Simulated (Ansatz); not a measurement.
Every step of a relaxation of Ru (beta tin type)

DFT, PBE, PAW with Ansatz's default frozen-core files, scalar-relativistic (Ansatz 0.2.0); a Γ-centred 22×22×22 k mesh, Fermi–Dirac smearing of 0.05 eV, no spin polarisation. The run relaxes cell and atoms at a target pressure of 1700 GPa.

Command: `ansatz run input.yaml --threads 1 --pin off --max-ram 3584MiB --backend cpu --events-out ev --progress --plain --runs-dir out` It took 80 s on 1 thread of Intel(R) Xeon(R) Platinum 8488C (Sapphire Rapids), on a shared host, peak memory 0.57 GiB.

PAW: frozen-core files, cutoff 420 eV; forces are relaxed below 0.005 eV/Å.

Each step lists its enthalpy F + pV a cell above the last geometry, the pressure, the cell vectors (Å), and Cartesian positions (Å) with forces (eV/Å).

The first step:

```
step 1  dH = 160.78 meV  P = 1805 GPa
  cell -1.7598 1.7598 0.9679  1.7598 -1.7598 0.9679  1.7598 1.7598 -0.9679
  Ru 0.0000 -0.8799 -0.2420   0.0000 0.0000 0.0000
  Ru 0.0000 0.8799 0.2420   0.0000 0.0000 0.0000
```

Problem. Where does the relaxation end, and by which steps?

Solution. After 5 geometries, with conventional a, b, c = 3.574, 3.574, 1.913 Å, at 6.108 Å³/atom (+1.90 % against the start) in space group I4_1/amd, with a shortest distance of 1.850 Å. The further steps:
```
step 2  dH = 320.96 meV  P = 1505 GPa  (not accepted)
  cell -1.8175 1.8175 0.9604  1.8175 -1.8175 0.9604  1.8175 1.8175 -0.9604
  Ru 0.0000 -0.9087 -0.2401   0.0000 0.0000 0.0000
  Ru 0.0000 0.9087 0.2401   0.0000 0.0000 0.0000
step 3  dH = 1.16 meV  P = 1691 GPa
  cell -1.7868 1.7868 0.9583  1.7868 -1.7868 0.9583  1.7868 1.7868 -0.9583
  Ru 0.0000 -0.8934 -0.2396   0.0000 0.0000 0.0000
  Ru 0.0000 0.8934 0.2396   0.0000 0.0000 0.0000
step 4  dH = 0.07 meV  P = 1698 GPa
  cell -1.7868 1.7868 0.9569  1.7868 -1.7868 0.9569  1.7868 1.7868 -0.9569
  Ru 0.0000 -0.8934 -0.2392   0.0000 0.0000 0.0000
  Ru 0.0000 0.8934 0.2392   0.0000 0.0000 0.0000
step 5  dH = 0.00 meV  P = 1700 GPa
  cell -1.7868 1.7868 0.9566  1.7868 -1.7868 0.9566  1.7868 1.7868 -0.9566
  Ru 0.0000 -0.8934 -0.2392   0.0000 0.0000 0.0000
  Ru 0.0000 0.8934 0.2392   0.0000 0.0000 0.0000
step 6  dH = -1.49 meV  P = 1700 GPa  (same geometry on a basis chosen anew; earlier energies don't compare to the last digit)
  cell -1.7868 1.7868 0.9566  1.7868 -1.7868 0.9566  1.7868 1.7868 -0.9566
  Ru 0.0000 -0.8934 -0.2392   0.0000 0.0000 0.0000
  Ru 0.0000 0.8934 0.2392   0.0000 0.0000 0.0000
```
